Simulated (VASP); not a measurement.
Input of a VASP 6.6.1 run:

INCAR

```
PREC = Accurate ; ENCUT = 520
EDIFF = 1E-7 ; ISMEAR = -1
SIGMA = 0.05 ; LREAL = F
LASPH = T ; NELM = 100
ALGO = Normal ; ISIF = 2
LWAVE = F ; LCHARG = F
GGA = PS ; NBANDS = 12
```

The input KPOINTS:

```
regular mesh
0
Gamma
  8 8 8
```

POSCAR

```
Sb
1.0
    2.1542000000      1.2437279499      3.7580000000
   -2.1542000000      1.2437279499      3.7580000000
    0.0000000000     -2.4874558998      3.7580000000
Sb
2
Direct
    0.7676430000      0.7550740000      0.7647910000
    0.2500380000      0.2274410000      0.2223170000
```

Potentials or basis: VASP PAW PBE potentials, release 64 (Sb).

Run with:

```sh
$ cat potpaw_PBE.64/Sb/POTCAR > POTCAR
$ mpirun -np 1 vasp_std > vasp.out
```

**Question.** Predict the largest force.

**Answer.** 0.106 eV/Å.

**Question.** What does it give for the pressure?

**Answer.** -0.3 GPa.

**Question.** Predict the band gap on the k mesh.

**Answer.** None (metal or under the smearing width).

Forces in eV/Å, atoms in the order of the input:
```
Sb   0.052  0.091  0.018
Sb  -0.052 -0.091 -0.018
```

Caveat: the PAW data sets were made with another functional, which shifts forces and pressure a little. The run has no spin-orbit coupling, so splittings on Sb are missing.
